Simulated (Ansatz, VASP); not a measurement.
## One calculation of ZnS, two programs

The input INCAR:

```
SYSTEM = ZnS
PREC = Accurate
ENCUT = 600
EDIFF = 1E-6
ISMEAR = 0
SIGMA = 0.02
LREAL = .False.
LASPH = .True.
NELM = 100
ALGO = Normal
ISIF = 3
LWAVE = .False.
LCHARG = .False.
IBRION = 2
NSW = 100
EDIFFG = -0.005
```

KPOINTS

```
regular mesh
0
Gamma
  10 10 10
  0 0 0
```

File POSCAR:

```
ZnS
1.0
    0.0000000000      2.7046500000      2.7046500000
    2.7046500000      0.0000000000      2.7046500000
    2.7046500000      2.7046500000      0.0000000000
Zn S
1 1
Direct
    0.0000000000      0.0000000000      0.0000000000
    0.7500000000      0.7500000000      0.7500000000
```

Input for Ansatz:

```yaml
crystal:
  lattice:
    - [0.0, 2.70465, 2.70465]
    - [2.70465, 0.0, 2.70465]
    - [2.70465, 2.70465, 0.0]
  atoms:
    - { symbol: Zn, position: [0.0, 0.0, 0.0] }
    - { symbol: S, position: [0.75, 0.75, 0.75] }
basis:
  ecutwfc: 420
kpoints:
  mp_grid: { grid: [10, 10, 10] }
hamiltonian:
  xc: lda
scf:
  occupations: { method: gaussian, width: 0.02 }
output:
  forces: true
  stress: true
  eigenvalues: true
relax:
  adjacent_minimum: "off"
  f_tol: 0.005
  max_steps: 80
  cell: { stress_tol: 0.05 }
```

Alike in both runs: task relaxation of cell and atoms; functional LDA; k mesh 10 × 10 × 10; occupations gaussian, width 0.02 eV; no spin polarisation.

|  | VASP | Ansatz |
| --- | --- | --- |
| version | VASP 6.6.1 | Ansatz 0.2.0 |
| potentials or method | VASP PAW LDA potentials, release 64 (Zn, S) | scalar-relativistic, plane waves, PAW |
| plane-wave cutoff (eV) | 600 | 420 |
| valence electrons in the cell | 18 | 18 |

|  | VASP | Ansatz | Ansatz less VASP |
| --- | --- | --- | --- |
| gap on the k mesh at the Fermi level, each at its own relaxed structure (eV) | 2.15 | 2.13 | -0.021 |
| relaxed volume (Å³/atom) | 18.63 | 18.57 | -0.058 |
| relaxed cell length with the largest relative difference (Å) | 3.749 | 3.745 | -0.0039 |
| energy change over the relaxation (meV/atom) | -17 | -19 | -1.6 |

LDA gaps usually lie below the measured ones, often by a third to a half. Zero-point motion and thermal expansion aren't in these numbers. LDA usually gives volumes a few per cent too small.
